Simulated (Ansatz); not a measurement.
# SiC: how the settings move a single-point run

Question: which choices in the input matter for SiC? The cell is built on a prototype (rocksalt) and needn't be the phase found in nature.

Method: reference: DFT, HSE06, plane waves, PAW, in Ansatz 0.2.0.

1 further run of the same task is left out (it didn't finish).

### Step 1. Starting point

The structure is cubic, space group Fm-3m (No. 225). The conventional cell has a = 4.028 Å, b = 4.028 Å, c = 4.028 Å, α = 90.00°, β = 90.00°, γ = 90.00°. Si (site symmetry m-3m) is surrounded by 6 C at 2.01 Å. C (site symmetry m-3m) is surrounded by 6 Si at 2.01 Å.

Structure file:

```cif
data_structure
_symmetry_space_group_name_H-M 'Fm-3m'
_symmetry_Int_Tables_number 225
_cell_length_a 4.0277
_cell_length_b 4.0277
_cell_length_c 4.0277
_cell_angle_alpha 90.000
_cell_angle_beta 90.000
_cell_angle_gamma 90.000
_cell_volume 65.34
loop_
_atom_site_label
_atom_site_type_symbol
_atom_site_symmetry_multiplicity
_atom_site_Wyckoff_symbol
_atom_site_fract_x
_atom_site_fract_y
_atom_site_fract_z
_atom_site_occupancy
Si1 Si 4 a 0.00000 0.00000 0.00000 1
C1 C 4 b 0.50000 0.00000 0.00000 1
```

### Step 2. Baseline

The input, input.yaml:

```yaml
crystal:
  lattice:
    - [0.0, 2.0138689999, 2.0138689999]
    - [2.0138689999, 0.0, 2.0138689999]
    - [2.0138689999, 2.0138689999, 0.0]
  atoms:
    - { symbol: Si, position: [0.0, 0.0, 0.0] }
    - { symbol: C, position: [0.5, 0.5, 0.5] }
kpoints:
  mp_grid: { grid: [6, 6, 6] }
hamiltonian:
  xc: hse06
scf:
  occupations: { method: fermi_dirac, width: 0.02 }
  n_extra_bands: 4
output:
  forces: true
  stress: true
  eigenvalues: true
  write_density: true
  write_potential: true
  elf: true
  volumetric_format: npy
```

Command:

```sh
$ ansatz run input.yaml --threads 4 --pin off --max-ram 3686MiB --backend cpu --events-out ev --progress --plain --runs-dir out
```

### Step 3. Variant: mp_grid.grid [8, 8, 8], xc pbe, accuracy low

Changes to input.yaml since step 2:

```diff
@@ -9,5 +9,5 @@
 kpoints:
-  mp_grid: { grid: [6, 6, 6] }
+  mp_grid: { grid: [8, 8, 8] }
 hamiltonian:
-  xc: hse06
+  xc: pbe
 scf:
@@ -19,5 +19,2 @@
   eigenvalues: true
-  write_density: true
-  write_potential: true
-  elf: true
-  volumetric_format: npy
+accuracy: low
```

### Step 4. Changed: exchange pbe, correlation pbe, coeff 0.2, omega 0.5

Changes to input.yaml since step 2:

```diff
@@ -11,3 +11,3 @@
 hamiltonian:
-  xc: hse06
+  xc: { exchange: pbe, correlation: pbe, exx: { coeff: 0.2, omega: 0.5 } }
 scf:
@@ -19,5 +19 @@
   eigenvalues: true
-  write_density: true
-  write_potential: true
-  elf: true
-  volumetric_format: npy
```

### Step 5. Variant: exchange pbe, correlation pbe, coeff 0.4, omega 0.1

Changes to input.yaml since step 2:

```diff
@@ -11,3 +11,3 @@
 hamiltonian:
-  xc: hse06
+  xc: { exchange: pbe, correlation: pbe, exx: { coeff: 0.4, omega: 0.1 } }
 scf:
@@ -19,5 +19 @@
   eigenvalues: true
-  write_density: true
-  write_potential: true
-  elf: true
-  volumetric_format: npy
```

### Step 6. Variant: exchange pbe, correlation pbe, coeff 0.05, omega 0.5

Changes to input.yaml since step 2:

```diff
@@ -11,3 +11,3 @@
 hamiltonian:
-  xc: hse06
+  xc: { exchange: pbe, correlation: pbe, exx: { coeff: 0.05, omega: 0.5 } }
 scf:
@@ -19,5 +19 @@
   eigenvalues: true
-  write_density: true
-  write_potential: true
-  elf: true
-  volumetric_format: npy
```

### Step 7. Changing settings: exchange pbe, correlation pbe, coeff 0.1, omega 0.3

Changes to input.yaml since step 2:

```diff
@@ -11,3 +11,3 @@
 hamiltonian:
-  xc: hse06
+  xc: { exchange: pbe, correlation: pbe, exx: { coeff: 0.1, omega: 0.3 } }
 scf:
@@ -19,5 +19 @@
   eigenvalues: true
-  write_density: true
-  write_potential: true
-  elf: true
-  volumetric_format: npy
```

### Step 8. Variant: occupations.method methfessel_paxton, occupations.width 0.05

Changes to input.yaml since step 2:

```diff
@@ -13,3 +13,3 @@
 scf:
-  occupations: { method: fermi_dirac, width: 0.02 }
+  occupations: { method: methfessel_paxton, width: 0.05 }
   n_extra_bands: 4
@@ -19,5 +19 @@
   eigenvalues: true
-  write_density: true
-  write_potential: true
-  elf: true
-  volumetric_format: npy
```

Q: Predict the outcome of this session. Wanted: for each run, ending; energy change; pressure; gap; force.

The runs gave:

```tsv
run	ending	energy change	pressure (GPa)	gap (eV)	force (eV/Å)	cycles	time
reference	converged	0	-3.0	0.00	0.00	12	2.9 s
1: mp_grid.grid [8, 8, 8], xc pbe, accuracy low	converged	not comparable	6.1	0.00	0.00	6	0.22 s
2: exchange pbe, correlation pbe, coeff 0.2, omega 0.5	converged	not comparable	0.3	0.00	0.00	13	2.4 s
3: exchange pbe, correlation pbe, coeff 0.4, omega 0.1	converged	not comparable	-10.5	0.86	0.00	12	2.2 s
4: exchange pbe, correlation pbe, coeff 0.05, omega 0.5	converged	not comparable	3.8	0.00	0.00	12	2.5 s
5: exchange pbe, correlation pbe, coeff 0.1, omega 0.3	converged	not comparable	2.0	0.00	0.00	12	2.1 s
6: occupations.method methfessel_paxton, occupations.width 0.05	converged	0.0 meV/atom (σ→0)	-3.0	0.00	0.00	12	2.2 s
```

Times don't compare one to one where runs were asked for different outputs or read a saved state (see the inputs); cycles may leave out searches for a lower state.

Residual by cycle in the longest SCF loop of each run; runs are numbered as in the table. The quantity is the density residual dr2, in eV.

```tsv
cycle	reference	run 1	run 2	run 3	run 4	run 5	run 6
1	0.0181	0.0127	0.0178	0.0189	0.017	0.0173	0.0181
2	4.8e-4	0.00269	4.7e-4	5.1e-4	4.4e-4	4.5e-4	4.8e-4
3	3.6e-5	2.0e-5	3.4e-5	3.9e-5	3.1e-5	3.2e-5	3.6e-5
4	6.2e-7	1.4e-7	6.0e-7	6.6e-7	5.6e-7	5.7e-7	7.2e-7
5	2.1e-8	3.5e-10	2.1e-8	1.6e-8	2.1e-8	1.9e-8	2.5e-8
6	-	1.8e-11	-	-	-	-	-
```

What this shows: «occupations.method methfessel_paxton, occupations.width 0.05» leaves the energy as it was. Of the variants the dearest is «exchange pbe, correlation pbe, coeff 0.05, omega 0.5» (2.5 s), the cheapest «mp_grid.grid [8, 8, 8], xc pbe, accuracy low» (0.22 s), on a shared host.
